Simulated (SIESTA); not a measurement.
# ZrC under changes of volume

One of the cells (13.493 Å³/atom); the others are scaled copies at fixed shape and fractional positions:

```
CELL_PARAMETERS angstrom
0.00000 2.38066 2.38066
2.38066 0.00000 2.38066
2.38066 2.38066 0.00000
ATOMIC_POSITIONS crystal
Zr 0.50000 0.50000 0.50000
C 0.00000 0.00000 0.00000
```

| Property | Result |
| --- | --- |
| Program | SIESTA 5.4.2 |
| Functional | PBE |
| Potentials or basis | PseudoDojo 0.4 standard (PBE files) |
| Basis | DZP (energy shift 0.002 Ry) |
| Grid cutoff | 800 Ry |
| Energy shift | 0.002 Ry |
| k mesh | 10 × 10 × 10 |
| Occupations | fermi-dirac, width 0.05 eV |
| Spin | no spin polarisation |

```csv
volume (Å³/atom),energy over the lowest point (meV/atom),pressure (GPa)
12.434,28.52,14.1
12.699,9.88,8.6
12.963,0.00,3.5
13.493,3.43,-5.1
13.757,15.11,-8.9
14.022,?,?
```

Task: What does the run at 14.022 Å³/atom give?

Result: Energy over the lowest point 32.64 meV/atom; pressure -12.2 GPa.

Worked out: A Birch-Murnaghan fit of order 3 (a polynomial in V^(-2/3)) to the other rows has its minimum at 13.16 Å³/atom with B0 = V·E''(V) = 221 GPa and B' = 4.1. It gives 32.70 meV/atom at 14.022 Å³/atom, against the run's 32.64, and -dE/dV = -12.3 GPa, against -12.2.

Energies are extrapolated to zero smearing.

Caveats: semicore shells carry a single zeta, which can move pressures by several GPa and volumes by a few percent; the basis of atomic orbitals isn't converged, which shifts pressures, moduli and gaps.
